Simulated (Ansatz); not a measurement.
# ScAl15N16: levels at named points

Aim: the gap, band edges and levels at named points of ScAl15N16.

Computed with Ansatz 0.2.0 (DFT PBEsol, scalar-relativistic, plane waves, PAW, unless a step's input says otherwise).

That is the level of the relaxation; later steps name their own.

### Step 1. The starting structure

The structure is trigonal, space group P3m1 (No. 156). The conventional cell has a = 6.288 Å, b = 6.288 Å, c = 10.061 Å, α = 90.00°, β = 90.00°, γ = 120.00°. Sc (site symmetry 3m) is surrounded by 4 N at 1.91 Å. Around Al (site symmetry 3m) lie 4 N at 1.91 Å. Al (site symmetry m) is surrounded by 4 N at 1.91 Å. Only part of the 16 independent sites is listed.

Coordinates:

```cif
data_structure
_symmetry_space_group_name_H-M 'P3m1'
_symmetry_Int_Tables_number 156
_cell_length_a 6.2878
_cell_length_b 6.2878
_cell_length_c 10.0610
_cell_angle_alpha 90.000
_cell_angle_beta 90.000
_cell_angle_gamma 120.000
_cell_volume 344.49
loop_
_atom_site_label
_atom_site_type_symbol
_atom_site_symmetry_multiplicity
_atom_site_Wyckoff_symbol
_atom_site_fract_x
_atom_site_fract_y
_atom_site_fract_z
_atom_site_occupancy
Sc1 Sc 1 b 0.33333 0.66667 0.00000 1
Al1 Al 1 b 0.33333 0.66667 0.50000 1
Al2 Al 3 d 0.83333 0.66667 0.00000 1
Al3 Al 3 d 0.83333 0.66667 0.50000 1
Al4 Al 3 d 0.50000 0.50000 0.25000 1
Al5 Al 3 d 0.50000 0.50000 0.75000 1
Al6 Al 1 a 0.00000 0.00000 0.25000 1
Al7 Al 1 a 0.00000 0.00000 0.75000 1
N1 N 1 b 0.33333 0.66667 0.19000 1
N2 N 1 b 0.33333 0.66667 0.69000 1
N3 N 3 d 0.83333 0.66667 0.19000 1
N4 N 3 d 0.83333 0.66667 0.69000 1
N5 N 3 d 0.50000 0.50000 0.44000 1
N6 N 3 d 0.50000 0.50000 0.94000 1
N7 N 1 a 0.00000 0.00000 0.44000 1
N8 N 1 a 0.00000 0.00000 0.94000 1
```

(A quick probe on a coarse mesh, which set the mesh and smearing, is not shown.)

### Step 3. Coarse relaxation

The input, input.yaml:

```yaml
crystal:
  lattice:
    - [-3.14392436, -5.44543672, 0.0]
    - [6.28784872, 0.0, 0.0]
    - [0.0, 0.0, 10.06096192]
  atoms:
    - { symbol: Sc, position: [0.16666667, 0.83333333, 0.0] }
    - { symbol: Al, position: [0.16666667, 0.83333333, 0.5] }
    - { symbol: Al, position: [0.16666667, 0.33333333, 0.0] }
    - { symbol: Al, position: [0.16666667, 0.33333333, 0.5] }
    - { symbol: Al, position: [0.66666667, 0.83333333, 0.0] }
    - { symbol: Al, position: [0.66666667, 0.83333333, 0.5] }
    - { symbol: Al, position: [0.66666667, 0.33333333, 0.0] }
    - { symbol: Al, position: [0.66666667, 0.33333333, 0.5] }
    - { symbol: Al, position: [0.33333333, 0.16666667, 0.25] }
    - { symbol: Al, position: [0.33333333, 0.16666667, 0.75] }
    - { symbol: Al, position: [0.33333333, 0.66666667, 0.25] }
    - { symbol: Al, position: [0.33333333, 0.66666667, 0.75] }
    - { symbol: Al, position: [0.83333333, 0.16666667, 0.25] }
    - { symbol: Al, position: [0.83333333, 0.16666667, 0.75] }
    - { symbol: Al, position: [0.83333333, 0.66666667, 0.25] }
    - { symbol: Al, position: [0.83333333, 0.66666667, 0.75] }
    - { symbol: "N", position: [0.16666667, 0.83333333, 0.19] }
    - { symbol: "N", position: [0.16666667, 0.83333333, 0.69] }
    - { symbol: "N", position: [0.16666667, 0.33333333, 0.19] }
    - { symbol: "N", position: [0.16666667, 0.33333333, 0.69] }
    - { symbol: "N", position: [0.66666667, 0.83333333, 0.19] }
    - { symbol: "N", position: [0.66666667, 0.83333333, 0.69] }
    - { symbol: "N", position: [0.66666667, 0.33333333, 0.19] }
    - { symbol: "N", position: [0.66666667, 0.33333333, 0.69] }
    - { symbol: "N", position: [0.33333333, 0.16666667, 0.44] }
    - { symbol: "N", position: [0.33333333, 0.16666667, 0.94] }
    - { symbol: "N", position: [0.33333333, 0.66666667, 0.44] }
    - { symbol: "N", position: [0.33333333, 0.66666667, 0.94] }
    - { symbol: "N", position: [0.83333333, 0.16666667, 0.44] }
    - { symbol: "N", position: [0.83333333, 0.16666667, 0.94] }
    - { symbol: "N", position: [0.83333333, 0.66666667, 0.44] }
    - { symbol: "N", position: [0.83333333, 0.66666667, 0.94] }
basis:
  ecutwfc: 420
kpoints:
  mp_grid: { grid: [6, 6, 2] }
hamiltonian:
  xc: pbesol
scf:
  occupations: { method: gaussian, width: 0.1 }
output:
  forces: true
  stress: true
  eigenvalues: true
relax:
  adjacent_minimum: "off"
  f_tol: 0.05
  max_steps: 80
  cell: { stress_tol: 0.5 }
```

Started as:

```console
> ansatz run input.yaml --threads 8 --pin off --max-ram 22528MiB --backend cpu --events-out ev --progress --plain --runs-dir out
```

Further runs follow: the relaxation; band edges over the whole zone; the run at PBEsol.

Before running it: what results should come out? Wanted: relaxed cell; volume; formation energy; gap, PBEsol.

As calculated:

```
                                                               quantity                                                                        value
                                                           relaxed cell  a = 6.278 Å, b = 6.278 Å, c = 10.008 Å, α = 90.00°, β = 90.00°, γ = 120.00°
                                                   space group (0.01 Å)                                                               P3m1 (No. 156)
                                                                 volume                                                                10.68 Å³/atom
formation energy (elements from runs with the same settings, not shown)                                                                -1.46 eV/atom
                                                            gap, PBEsol                                                              4.02 eV, direct
```

Relaxation lowered the volume by 0.8 %. At PBEsol the gap is 4.02 eV, from Γ to Γ.

These are semilocal Kohn-Sham gaps, which aren't the measured quantity. Such gaps usually fall short of the measured ones.
